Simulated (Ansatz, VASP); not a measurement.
Cu: VASP beside Ansatz

```
CELL_PARAMETERS angstrom
0.00000 1.80750 1.80750
1.80750 0.00000 1.80750
1.80750 1.80750 0.00000
ATOMIC_POSITIONS crystal
Cu 0.00000 0.00000 0.00000
```

Alike in both runs: task relaxation of cell and atoms; functional PBE; k mesh 13 × 13 × 13; occupations fermi-dirac, width 0.05 eV; no spin polarisation.

|  | VASP | Ansatz |
| --- | --- | --- |
| version | VASP 6.6.1 | Ansatz 0.2.0 |
| potentials or method | VASP PAW PBE potentials, release 64 (Cu_GW) | Ansatz PAW |
| plane-wave cutoff (eV) | 630 | 420 |
| valence electrons in the cell | 11 | 19 |

VASP gave:

```
relaxed volume (Å³/atom)                                     : 11.85
relaxed cell length with the largest relative difference (Å) : 2.559
```

Problem. Estimate Ansatz's values.

Solution. Relaxed volume (Å³/atom): 11.95; relaxed cell length with the largest relative difference (Å): 2.566.

The two sets of potentials don't hold the same shells in valence.

Caveats: the plane-wave basis is chosen anew once the cell has moved, so the energies of steps on either side of that aren't comparable (Ansatz). PBE usually gives volumes a little too large and moduli too small. Zero-point motion and thermal expansion aren't in these numbers.
